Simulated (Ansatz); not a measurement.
PbO (zincblende) at its r2SCAN geometry, in the PAW code Ansatz. The base run uses HSE06 on a modest mesh; each further run changes one setting, sensibly or not. Doubtful ones may also carry a cap on iterations. All numbers are computed, and spin polarisation is off unless an edit sets a moment.

Base input:
```yaml
crystal:
  lattice:
    - [0.0, 2.7987768025, 2.7987768025]
    - [2.7987768025, 0.0, 2.7987768025]
    - [2.7987768025, 2.7987768025, 0.0]
  atoms:
    - { symbol: Pb, position: [0.0, 0.0, 0.0] }
    - { symbol: O, position: [0.25, 0.25, 0.25] }
kpoints:
  mp_grid: { grid: [4, 4, 4] }
hamiltonian:
  xc: hse06
scf:
  occupations: { method: fixed }
  n_extra_bands: 4
output:
  forces: true
  stress: true
  eigenvalues: true
```

Base results:
```
Basis set: ecut = 420 eV, 869 PW (Γ)
Symmetry: 24 space group operations
Space group: F-43m (ITA 216)
k-points: 8 of 64 (time reversal used)
Exchange kernel: α = 0.2500, screened, ω = 0.2079 Å⁻¹, Wigner–Seitz truncation, v(0) = 1025.3616 eV·Å³, q-mesh 4×4×4
hybrid SCF converged: 2 outer / 11 inner (+4 warm-up)
Free energy (F): -12476.188184 eV
Fermi energy:    7.331187 eV
--- Stress (GPa, compression-positive) ---
        0.389424       0.000000       0.000000
        0.000000       0.389424       0.000000
        0.000000       0.000000       0.389424
  P = ⅓ Tr σ = 0.3894 GPa (3.894 kbar)
--- Band table (eV; the first three rows and the last of 8) ---
  k-point 0: bands = […, -10.5586, -10.5586, 0.0955, 4.5434, 4.5434, 4.5434, 13.5770, 13.5770, 13.5770, 16.4429]
  k-point 1: bands = […, -10.5518, -10.3619, -0.5120, 4.2845, 4.2845, 4.8855, 11.1150, 13.7763, 13.7763, 17.5569]
  k-point 2: bands = […, -10.5234, -9.9877, -1.1724, 4.0435, 4.0435, 5.0015, 10.4706, 13.7877, 13.7877, 16.9836]
  k-point 7: bands = […, -10.5311, -9.7780, -1.0820, 2.9022, 2.9188, 7.3312, 10.4706, 11.4410, 13.5116, 17.0740]
```
The gap over this mesh is 1.047 eV.

Run as `ansatz run input.yaml --threads 4 --pin off --max-ram 3686MiB --backend cpu --events-out ev --progress --plain --runs-dir out`. Wall time 10 s on 4 threads of Arm Neoverse N1 (shared host); peak host memory 0.62 GiB.

**Question.** The input is altered as follows. How does the run end?
```yaml
hamiltonian:
  xc: { exchange: pbe, correlation: pbe, exx: { coeff: 0.4, omega: 0.5 } }
```

**Answer.** That is 40 % exact exchange, screened with ω = 0.5 1/Å, against HSE06's 25 % screened at 0.208 1/Å. The mean stress moves by -0.6 GPa and the gap on the mesh by -0.175 eV (to 0.872). Totals of different functionals aren't comparable.
```
Exchange kernel: α = 0.4000, screened, ω = 0.5000 Å⁻¹, Wigner–Seitz truncation, v(0) = 180.9513 eV·Å³, q-mesh 4×4×4
hybrid SCF converged: 2 outer / 12 inner (+4 warm-up)
Free energy (F): -12477.889590 eV
Fermi energy:    7.370514 eV
--- Stress (GPa, compression-positive) ---
       -0.206718       0.000000       0.000000
        0.000000      -0.206718       0.000000
        0.000000       0.000000      -0.206718
  P = ⅓ Tr σ = -0.2067 GPa (-2.067 kbar)
--- Band table (eV; the first three rows and the last of 8) ---
  k-point 0: bands = […, -10.9501, -10.9501, 0.3007, 4.5152, 4.5152, 4.5152, 13.4236, 13.4236, 13.4236, 16.3385]
  k-point 1: bands = […, -10.9432, -10.7713, -0.3535, 4.2650, 4.2650, 4.9262, 10.9598, 13.6172, 13.6172, 17.4060]
  k-point 2: bands = […, -10.9165, -10.4225, -1.0316, 4.0314, 4.0314, 5.1059, 10.2784, 13.6243, 13.6243, 16.8327]
  k-point 7: bands = […, -10.9263, -10.2258, -0.9567, 2.9326, 2.9529, 7.3705, 10.2673, 11.3078, 13.3287, 16.9335]
```

**Question.** These lines are set or replaced. What follows?
```yaml
hamiltonian:
  xc: { exchange: pbe, correlation: pbe, exx: { coeff: 0.5 } }
```

**Answer.** That is 50 % exact exchange, at all ranges, against HSE06's 25 % screened at 0.208 1/Å. The mean stress moves by -1.9 GPa and the gap on the mesh by +2.041 eV (to 3.088). Totals of different functionals aren't comparable.
```
hybrid SCF converged: 3 outer / 16 inner (+4 warm-up)
Free energy (F): -12473.462995 eV
Fermi energy:    6.104328 eV
--- Stress (GPa, compression-positive) ---
       -1.514061       0.000000       0.000000
        0.000000      -1.514061       0.000000
        0.000000       0.000000      -1.514061
  P = ⅓ Tr σ = -1.5141 GPa (-15.141 kbar)
--- Band table (eV; the first three rows and the last of 8) ---
  k-point 0: bands = […, -13.4492, -13.4492, -1.5725, 2.7104, 2.7104, 2.7104, 14.8438, 14.8438, 14.8438, 17.5973]
  k-point 1: bands = […, -13.4441, -13.2898, -2.3431, 2.4372, 2.4372, 3.3037, 12.1360, 15.0610, 15.0610, 18.6724]
  k-point 2: bands = […, -13.4184, -12.9275, -3.1148, 2.1825, 2.1825, 3.6316, 11.4005, 15.0498, 15.0498, 18.0738]
  k-point 7: bands = […, -13.4336, -12.7231, -2.9879, 0.9792, 1.0230, 6.1043, 11.4194, 12.5053, 14.7246, 18.3253]
```

**Question.** The input is altered as follows. How does the run end?
```yaml
hamiltonian:
  xc: { exchange: pbe, correlation: pbe, exx: { coeff: 0.15, omega: 0.3 } }
```

**Answer.** That is 15 % exact exchange, screened with ω = 0.3 1/Å, against HSE06's 25 % screened at 0.208 1/Å. The mean stress moves by +0.8 GPa and the gap on the mesh by -0.351 eV (to 0.696). Totals of different functionals aren't comparable.
```
Exchange kernel: α = 0.1500, screened, ω = 0.3000 Å⁻¹, Wigner–Seitz truncation, v(0) = 502.3576 eV·Å³, q-mesh 4×4×4
hybrid SCF converged: 2 outer / 9 inner (+4 warm-up)
Free energy (F): -12474.944086 eV
Fermi energy:    7.575421 eV
--- Stress (GPa, compression-positive) ---
        1.238540       0.000000       0.000000
        0.000000       1.238540       0.000000
        0.000000       0.000000       1.238540
  P = ⅓ Tr σ = 1.2385 GPa (12.385 kbar)
--- Band table (eV; the first three rows and the last of 8) ---
  k-point 0: bands = […, -9.6313, -9.6313, 0.5370, 5.0180, 5.0180, 5.0180, 13.3001, 13.3001, 13.3001, 16.1898]
  k-point 1: bands = […, -9.6237, -9.4178, -0.0117, 4.7670, 4.7670, 5.2687, 10.9250, 13.4897, 13.4897, 17.3100]
  k-point 2: bands = […, -9.5942, -9.0392, -0.6271, 4.5334, 4.5334, 5.3033, 10.3099, 13.5061, 13.5061, 16.7469]
  k-point 7: bands = […, -9.5989, -8.8279, -0.5495, 3.4009, 3.4432, 7.5754, 10.3050, 11.2391, 13.2262, 16.7898]
```

**Question.** The input is altered as follows. How does the run end?
```yaml
hamiltonian:
  xc: { exchange: pbe, correlation: pbe, exx: { coeff: 0.4 } }
```

**Answer.** That is 40 % exact exchange, at all ranges, against HSE06's 25 % screened at 0.208 1/Å. The mean stress moves by -1.2 GPa and the gap on the mesh by +1.473 eV (to 2.521). Totals of different functionals aren't comparable.
Lines that differ from the base's log, and the results:
```
hybrid SCF converged: 3 outer / 16 inner (+4 warm-up)
Free energy (F): -12473.354786 eV
Fermi energy:    6.463684 eV
--- Stress (GPa, compression-positive) ---
       -0.795908       0.000000       0.000000
        0.000000      -0.795908       0.000000
        0.000000       0.000000      -0.795908
  P = ⅓ Tr σ = -0.7959 GPa (-7.959 kbar)
--- Band table (eV; the first three rows and the last of 8) ---
  k-point 0: bands = […, -12.4561, -12.4561, -1.0791, 3.2977, 3.2977, 3.2977, 14.4828, 14.4828, 14.4828, 17.2732]
  k-point 1: bands = […, -12.4504, -12.2829, -1.7795, 3.0284, 3.0284, 3.7851, 11.8646, 14.6951, 14.6951, 18.3641]
  k-point 2: bands = […, -12.4238, -11.9154, -2.5057, 2.7777, 2.7777, 4.0234, 11.1680, 14.6927, 14.6927, 17.7739]
  k-point 7: bands = […, -12.4360, -11.7083, -2.3901, 1.5960, 1.6174, 6.4637, 11.1803, 12.2106, 14.3885, 17.9641]
```

**Question.** Predict the outcome of this edit.
```yaml
scf:
  occupations: { method: gaussian, width: 0.001 }
```

**Answer.** Energy, stress and gap stay within 1 meV an atom, 0.1 GPa and 0.005 eV of the base. The width is small against the gap, so it doesn't matter.

Spin-orbit coupling is left out; in compounds of Pb, Bi, Tl or Hg it can lower a gap by up to about 1 eV, split its edges or invert the bands.

The program warns that its thresholds are loose for a hybrid's stress.

The meshes of the hybrids are coarse, so their gaps aren't converged to the digits shown.
